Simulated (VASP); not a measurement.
Crystal: TiSi2.

```
Ti Si
1.0
     0.00000    4.11752    4.26290
     2.38951    0.00000    4.26290
     2.38951    4.11752    0.00000
Ti Si
2 4
Direct
  0.75000 0.75000 0.75000
  0.50000 0.50000 0.50000
  0.41257 0.08743 0.41257
  0.08743 0.41257 0.08743
  0.16257 0.83743 0.16257
  0.83743 0.16257 0.83743
```

The cell is a database's computed one.

- Program: VASP 6.6.1
- Task: relaxation of cell and atoms
- Functional: PBEsol
- Potentials or basis: VASP PAW PBE potentials, release 64 (Ti_sv, Si)
- Cutoff: 600 eV
- k mesh: 5 × 5 × 5
- Occupations: fermi-dirac, width 0.05 eV
- Spin: no spin polarisation
- Hubbard terms: Ti d U = 3 eV

At the start: pressure 1.9 GPa; volume 13.98 Å³/atom.

Task: How do energy, volume and symmetry change on relaxing?

Result: Over 7 steps the energy falls by 2.3 meV/atom and the volume is 14.15 Å³/atom (+1.2 %); space group Fddd (No. 70, to 0.05 Å).

The path:
```csv
step,energy change (eV),largest force (eV/Å),pressure (GPa),volume (Å³)
1,0.0000,0.1117,1.89,83.88
2,-0.0033,0.1031,-1.91,85.90
3,-0.0095,0.1068,-0.25,84.99
4,-0.0116,0.0792,-0.11,84.89
5,-0.0129,0.0178,0.22,84.69
6,-0.0130,0.0322,0.16,84.74
7,-0.0137,0.0012,-0.02,84.90
```

Final structure:
```
Ti Si
1.0
     0.00000    4.12540    4.30239
     2.39156    0.00000    4.30239
     2.39156    4.12540    0.00000
Ti Si
2 4
Direct
  0.75000 0.75000 0.75000
  0.50000 0.50000 0.50000
  0.41006 0.08994 0.41006
  0.08994 0.41006 0.08994
  0.16006 0.83994 0.16006
  0.83994 0.16006 0.83994
```

Caveat: the PAW data sets were made with another functional, which shifts forces and pressure a little; U without spin polarisation on a metal has little footing; the U is typed as a test and isn't derived for this compound.
